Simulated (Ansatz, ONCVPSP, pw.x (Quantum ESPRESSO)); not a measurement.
**ruthenium: one change to the ONCV potential, in the atom and in the fcc crystal**

| Quantity | Value |
| --- | --- |
| Element | ruthenium |
| Generator | ONCVPSP 4.0.1.1 (patched build) |
| Type | optimised norm-conserving Vanderbilt (ONCV) |
| Functional | PBE |
| Relativity | scalar-relativistic |
| Frozen core | [Ar] 3d10 |
| Valence charge | 16 |
| Reference configuration | 4s2 4p6 4d7 5s0.5 (charge +0.5) |
| Partial waves | 4s+5s: rc 1.75 bohr, ncon 4, nbas 7, qcut 5.7 1/bohr, 2 projectors; 4p: rc 1.65 bohr, ncon 4, nbas 7, qcut 6.9 1/bohr, 1 projector; 4d: rc 2.00 bohr, ncon 3, nbas 8, qcut 6.8 1/bohr, 1 projector |
| Local potential | polynomial inside 1.10 bohr (lpopt 5, dvloc0 1 Ha) |
| Core correction | Teter function, fcfact 5.25, rcfact 1.05 |

Change: local potential polynomial inside 1.15 bohr (lpopt 4, dvloc0 2 Ha).

Cutoffs, loose and tight: the cutoffs (Ha) at which the residual kinetic energy of the hardest occupied pseudo-wave falls to 1 and 0.1 mHa per electron. They do not see the model core or the augmentation charge, which bear on the density cutoff. Test errors are all-electron minus pseudo excitation energies from the reference, over the configurations 4s2 4p6 4d7 5s1; 4s2 4p6 4d7 5s0; 4s2 4p6 4d6 5s0; 4s2 4p6 4d6 5s2; variants that change the core or the reference have their own tests.

Crystal test: fcc Ru in pw.x 7.5, no spin, 15³ k-points, Fermi–Dirac smearing 0.01 Ry, cutoffs set for each file from its atomic test. The reference is all-electron LAPW (Ansatz 0.2.0) with the same functional, mesh and smearing; V0 and B0 come from Birch–Murnaghan fits to the pressures at five volumes. Errors are pseudo minus all-electron; Δ is the rms difference of the E(V) curves that follow from these fits, minima aligned, over ±6 % about the mean V0. Mesh and smearing are coarse, so the numbers serve the comparison and aren't converged zero-temperature values; the lattice is a test structure that the element need not adopt.

All-electron: a0 = 3.812 Å (V0 = 13.85 Å³/atom), B0 = 303.1 GPa.

Q: Does the change bring the crystal closer to the all-electron result?

A: The mean pressure error goes from -3.14 to -2.06 GPa, so the change moves the solid closer to the all-electron pressures. At 80 % of its cutoff the pressure of the changed file moves by -3.07 GPa.

```csv
quantity,base,changed
outcome (atom),generated,generated
"cutoff, loose (atom)",18 Ha,18 Ha
"cutoff, tight (atom)",21 Ha,21 Ha
bound ghosts (atom),none,none
largest test error (meV) (atom),-3.8,-3.9
cutoffs in pw.x (Ry),50/200,50/200
a0 (Å),3.799,3.804
a0 error (%),-0.34,-0.22
B0 error (%),+3.9,+3.2
Δ (meV/atom),9.4,6.2
mean pressure error (GPa),-3.14,-2.06
```
